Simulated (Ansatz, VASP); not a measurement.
## Al in VASP and in Ansatz

INCAR

```
SYSTEM = Al
ALGO = Normal
EDIFF = 1E-6
EDIFFG = -0.01
ENCUT = 600
GGA = RE
IBRION = 2
ISIF = 3
ISMEAR = -1
LASPH = .True.
LCHARG = .False.
LREAL = .False.
LWAVE = .False.
NELM = 60
NSW = 80
PREC = Accurate
SIGMA = 0.1
```

Contents of KPOINTS:

```
k-points
0
Gamma
  5 5 5
  0 0 0
```

POSCAR

```
Al
1.0
    5.1021510852      0.0000000000      0.0000000000
    0.0000000000      5.1021510852      0.0000000000
    0.0000000000      0.0000000000      5.1021510852
Al
8
Direct
    0.0000000000      0.0000000000      0.0000000000
    0.5000000000      0.5000000000      0.5000000000
    0.2500000000      0.0000000000      0.5000000000
    0.7500000000      0.0000000000      0.5000000000
    0.5000000000      0.2500000000      0.0000000000
    0.5000000000      0.7500000000      0.0000000000
    0.0000000000      0.5000000000      0.2500000000
    0.0000000000      0.5000000000      0.7500000000
```

Input for Ansatz:

```yaml
crystal:
  lattice:
    - [5.1021510852, 0.0, 0.0]
    - [0.0, 5.1021510852, 0.0]
    - [0.0, 0.0, 5.1021510852]
  atoms:
    - { symbol: Al, position: [0.0, 0.0, 0.0] }
    - { symbol: Al, position: [0.5, 0.5, 0.5] }
    - { symbol: Al, position: [0.25, 0.0, 0.5] }
    - { symbol: Al, position: [0.75, 0.0, 0.5] }
    - { symbol: Al, position: [0.5, 0.25, 0.0] }
    - { symbol: Al, position: [0.5, 0.75, 0.0] }
    - { symbol: Al, position: [0.0, 0.5, 0.25] }
    - { symbol: Al, position: [0.0, 0.5, 0.75] }
hamiltonian:
  xc: revpbe
  pseudopotentials:
    kind: paw
    azcp:
      Al: "pseudopotentials/Al.paw.azcp"
basis:
  ecutwfc: 420
  fft_grid_basis: typed
kpoints:
  mp_grid: { grid: [5, 5, 5], shift: [0, 0, 0] }
magnetization:
  spin_polarized: false
scf:
  occupations: { method: fermi_dirac, width: 0.1 }
relax:
  max_steps: 60
  f_tol: 0.01
  cell: {}
```

The cell was built by a generator and needn't be a form met in nature.

Alike in both runs: task relaxation of cell and atoms; functional revPBE; k mesh 5 × 5 × 5; occupations fermi-dirac, width 0.1 eV; no spin polarisation.

|  | VASP | Ansatz |
| --- | --- | --- |
| version | VASP 6.6.1 | Ansatz 0.2.0 |
| potentials or method | VASP PAW PBE potentials, release 64 (Al) | plane waves (420 eV) with PAW, scalar-relativistic |
| plane-wave cutoff (eV) | 600 | 420 |
| valence electrons in the cell | 24 | 24 |

```tsv
	VASP	Ansatz	Ansatz less VASP
relaxed volume (Å³/atom)	17.14	17.18	+0.039
relaxed cell length with the largest relative difference (Å)	5.157	5.161	+0.0039
energy change over the relaxation (meV/atom)	-4	-5	-0.5
```

Caveats: the PAW data sets were made with another functional, which shifts forces and pressure a little (VASP).
